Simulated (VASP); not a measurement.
# What goes wrong when BN (Qingsongite) is relaxed with a bad input, part 2 of 2

Aim: see how common mistakes in a VASP relaxation show up, on BN (Qingsongite). The starting structure is a measured crystal structure from the Crystallography Open Database. The first relaxation on each setting starts from this cell expanded by 3 % in volume.

VASP 6.6.1.

Results so far: reference 5.87 Å³ an atom; a cutoff far too low 4.95 Å³ an atom.

### 5. Relaxation with a loose electronic threshold (continued)

Level of this step: PBEsol; plane waves and PAW (N, B) (VASP).

Parts of OUTCAR (step 5):

```text
  Total       -0.0098377     -0.0098377     -0.0098377     -0.0000000     -0.0000000     -0.0000000
  in kB       -1.3428512     -1.3428512     -1.3428512     -0.0000000     -0.0000000     -0.0000000
  external PRESSURE =      -1.3428512 kB  Pullay stress =       0.0000000 kB

 POSITION                                       TOTAL-FORCE (eV/Angst)
 -----------------------------------------------------------------------------------
      2.70566      2.70566      2.70566         0.000000      0.000000      0.000000
      0.00000      0.00000      0.00000        -0.000000     -0.000000     -0.000000
 -----------------------------------------------------------------------------------
    total drift:                               -0.000000     -0.000000     -0.000000

  FREE ENERGIE OF THE ION-ELECTRON SYSTEM (eV)
  ---------------------------------------------------
  free  energy   TOTEN  =       -18.3476289006 eV

  energy  without entropy=      -18.3476289006  energy(sigma->0) =      -18.34762890

[... 2 parts as in an earlier step ...]

[... 2 further parts left out ...]
[key lines of the parts left out:]
E-fermi :   7.6451
```

With a loose electronic threshold the cell ends at 5.869 Å³ an atom, -0.02 % from the reference.

### 6. Relaxation with a k mesh far too coarse

A slip made on purpose: a k mesh far too coarse. Against step 2 the input has a 2×2×2 mesh (also changed: NELM, NCORE and KPAR).

INCAR

```
SYSTEM = BN
PREC = Accurate
ENCUT = 520
EDIFF = 1E-06
NELM = 60
ISMEAR = 0
SIGMA = 0.03
LREAL = .FALSE.
ALGO = Normal
GGA = PS
NBANDS = 10
LORBIT = 11
LWAVE = .FALSE.
LCHARG = .FALSE.
NCORE = 8
IBRION = 2
NSW = 50
ISIF = 3
EDIFFG = -0.006
```

POSCAR

```
BN
1.0
    0.0000000000      1.8253972035      1.8253972035
    1.8253972035      0.0000000000      1.8253972035
    1.8253972035      1.8253972035      0.0000000000
N B
1 1
Direct
    0.7500000000      0.7500000000      0.7500000000
    0.0000000000      0.0000000000      0.0000000000
```

KPOINTS

```
Automatic mesh
0
Gamma
2 2 2
0 0 0
```

Potentials, in the order of the species: N and B (PBE family, release 64).

The run is started by

```console
$ mpirun -np 8 vasp_std
```

Log:

```text
[banner, memory and clock lines left out]
running    8 mpi-ranks, on    1 nodes
[...]
[... a notice as in an earlier step ...]

 [... a notice as in an earlier step ...]

 LDA part: xc-table for (Slater+PW92), standard interpolation
 POSCAR, INCAR and KPOINTS ok, starting setup
[...]
entering main loop
       N       E                     dE             d eps       ncg     rms          rms(c)
DAV:   1     0.150539839495E+02    0.15054E+02   -0.54644E+03    60   0.789E+02
DAV:   2    -0.169369368119E+02   -0.31991E+02   -0.29967E+02    72   0.181E+02
DAV:   3    -0.173834678564E+02   -0.44653E+00   -0.44638E+00    70   0.206E+01
DAV:   4    -0.173839741846E+02   -0.50633E-03   -0.50632E-03    68   0.726E-01
[...]
DAV:  10    -0.159401776019E+02   -0.10538E-03   -0.13986E-04    60   0.115E-01    0.180E-02
DAV:  11    -0.159401819046E+02   -0.43027E-05   -0.35436E-06    66   0.170E-02    0.813E-03
DAV:  12    -0.159401822786E+02   -0.37398E-06   -0.66851E-07    42   0.643E-03
[...]
DAV:   5    -0.159401365165E+02    0.85194E-05   -0.22056E-05    60   0.363E-02    0.288E-02
DAV:   6    -0.159401353810E+02    0.11355E-05   -0.12598E-06    44   0.110E-02    0.613E-04
DAV:   7    -0.159401354595E+02   -0.78520E-07   -0.18185E-08    30   0.164E-03
   2 F= -.15940135E+02 E0= -.15940135E+02  d E =0.468190E-04
 trial-energy change:    0.000047  1 .order   -0.000363   -0.032147    0.031422
 step:   0.4960(harm=  0.5057)  dis= 0.00000  next Energy=   -15.948106 (dE=-0.792E-02)
[...]
N       E                     dE             d eps       ncg     rms          rms(c)
DAV:   1    -0.159577558511E+02   -0.17620E-01   -0.28503E-01    62   0.460E+00    0.719E-01
DAV:   2    -0.159486498688E+02    0.91060E-02   -0.39615E-02    60   0.128E+00    0.188E-01
DAV:   3    -0.159481942642E+02    0.45560E-03   -0.77043E-04    62   0.247E-01    0.823E-02
DAV:   4    -0.159480392233E+02    0.15504E-03   -0.19205E-04    62   0.106E-01    0.272E-02
DAV:   5    -0.159480378893E+02    0.13339E-05   -0.54366E-06    60   0.184E-02    0.149E-02
DAV:   6    -0.159480383396E+02   -0.45023E-06   -0.27462E-07    30   0.531E-03
   3 F= -.15948038E+02 E0= -.15948038E+02  d E =-.785606E-02
[...]
reached required accuracy - stopping structural energy minimisation
```

It took 1.4 s on 8 MPI ranks of Intel Xeon 6975P-C (Granite Rapids), shared host; peak memory 0.73 GiB; 4.6 s of CPU time.

OUTCAR, selected parts (step 6):

```text
  Total       -0.0020037     -0.0020037     -0.0020037     -0.0000000     -0.0000000      0.0000000
  in kB       -0.2576929     -0.2576929     -0.2576929     -0.0000000     -0.0000000      0.0000000
  external PRESSURE =      -0.2576929 kB  Pullay stress =       0.0000000 kB

 POSITION                                       TOTAL-FORCE (eV/Angst)
 -----------------------------------------------------------------------------------
      2.75993      2.75993      2.75993         0.000000      0.000000      0.000000
      0.00000      0.00000      0.00000        -0.000000     -0.000000     -0.000000
 -----------------------------------------------------------------------------------
    total drift:                                0.000000      0.000000     -0.000000

  FREE ENERGIE OF THE ION-ELECTRON SYSTEM (eV)
  ---------------------------------------------------
  free  energy   TOTEN  =       -15.9480383396 eV

  energy  without entropy=      -15.9480383396  energy(sigma->0) =      -15.94803834

[... 1 part as in an earlier step ...]

[... 3 further parts left out ...]
[key lines of the parts left out:]
E-fermi :   7.4256
```

With a k mesh far too coarse the cell ends at 6.229 Å³ an atom, +6.12 % from the reference; the bulk modulus is 354.0 GPa against 387.3 GPa.

### 7. The runs compared

| run | ended | volume (Å³/atom) | change (%) | bulk modulus (GPa) | pressure left (GPa) | core minutes |
| --- | --- | --- | --- | --- | --- | --- |
| reference | converged | 5.87 | - | 387.3 | -0.05 | 0.56 |
| too few ionic steps | not converged | - | - | - | - | 0.32 |
| a cutoff far too low | converged | 4.954 | -15.6 | - | 0.06 | 0.187 |
| a loose electronic threshold | converged | 5.869 | -0.02 | - | -0.13 | 0.453 |
| a k mesh far too coarse | converged | 6.229 | 6.12 | 354.0 | -0.03 | 0.187 |

Core minutes are wall time times ranks, summed over the relaxations behind a row (those for a bulk modulus apart), on shared hosts.

### 8. What came out

```yaml
volume_of_the_reference: 5.870 Å³/atom
volume_against_the_reference_a_cutoff_far_too_low: -15.60 %
volume_against_the_reference_a_loose_electronic_threshold: -0.02 %
volume_against_the_reference_a_k_mesh_far_too_coarse: +6.12 %
run_with_too_few_ionic_steps: not converged
```

What this shows: The run with too few ionic steps didn't converge. Finished, but with signs in the output that stand out against the reference: a cutoff far too low, with the volume changed by -15.6 % (signs: -118.6 GPa at the first ionic step (of the first relaxations, not shown; reference: -12.9 GPa) and an energy that rises by up to 3.5 eV an atom on the way); a loose electronic threshold, with the volume changed by less than 0.1 % (signs: a stress of up to 0.1 GPa); a k mesh far too coarse, with the volume changed by +6.1 % (signs: 8.8 GPa at the first ionic step (of the first relaxations, not shown; reference: -12.9 GPa)). The reference was restarted once and the runs with a slip weren't, so their cells may not have settled fully. Further runs on this material are not shown.

[Lines on the potential files, build, host, timing and source positions are cut from VASP's logs without a mark.]

[Logs are printed without paths, hosts, clocks, repeated set-up lines and the standing remarks that a program may print on its own settings, such as how far it seeks lower states.]

[Hosts, paths, dates, database ids (printed as entryN), source tags and the programs' standing remarks are cut or masked in the printed files.]
